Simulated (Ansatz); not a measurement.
`Cc1ccccn1` → `[CH2]` (triplet) + `c1ccncc1` at 500 K and 1 bar (formal loss of a carbene).

Calculated with Ansatz (gas phase, PBE0-D4/def2-TZVP geometries, no zero-point term in ΔE). CBS: MP2 limit from def2 TZ/QZ plus the TZ coupled-cluster correction, frozen cores. This one scheme is used for every species. Triplets are unrestricted, without spin–orbit coupling.

```json
{"species": "`Cc1ccccn1`", "CCSD(T)/CBS energy (Eh)": "-287.22674", "H − E (kJ/mol)": "350.9", "S (J/(mol·K))": "393.9"}
{"species": "`[CH2]` (triplet)", "CCSD(T)/CBS energy (Eh)": "-39.09499", "H − E (kJ/mol)": "62.7", "S (J/(mol·K))": "213.9"}
{"species": "`c1ccncc1`", "CCSD(T)/CBS energy (Eh)": "-247.95918", "H − E (kJ/mol)": "268.3", "S (J/(mol·K))": "333.0"}
```

H − E and S are ideal-gas, rigid-rotor, harmonic terms from PBE0-D4/def2-TZVP, with the whole ground term of open shells counted as degenerate. 1 Eh = 2625.50 kJ/mol, R = 8.31446 J/(mol·K).

By hand: ΔE, ΔH, ΔS and ΔG.

ΔE = (-39.09499) + (-247.95918) − (-287.22674) = 0.17257 Eh = 453.1 kJ/mol. Δ(H − E) = 62.7 + 268.3 − 350.9 = -19.9, so ΔH = 433.2 kJ/mol. ΔS = 213.9 + 333.0 − 393.9 = 153.0 J/(mol·K). ΔG = 433.2 − 500 × (153.0)/1000 = 356.7 kJ/mol.

By hand: the equilibrium constant, and the temperature at which ΔG would vanish if ΔH and ΔS stayed fixed.

log₁₀ K = −ΔG/(RT ln 10) = -37.3. ΔG = 0 at ΔH/ΔS = 2831 K, far beyond where these terms or the molecules hold.

The number of gas molecules changes by +1, which sets the sign of ΔS. A doubt of 5 kJ/mol in ΔE shifts log₁₀ K by 0.5 here. A triplet takes part, so the spin changes. These are equilibria of isolated gas molecules and say nothing of rates. Largest T1 diagnostic: 0.012 (customary marks: 0.02 for closed shells, 0.045 for open ones).
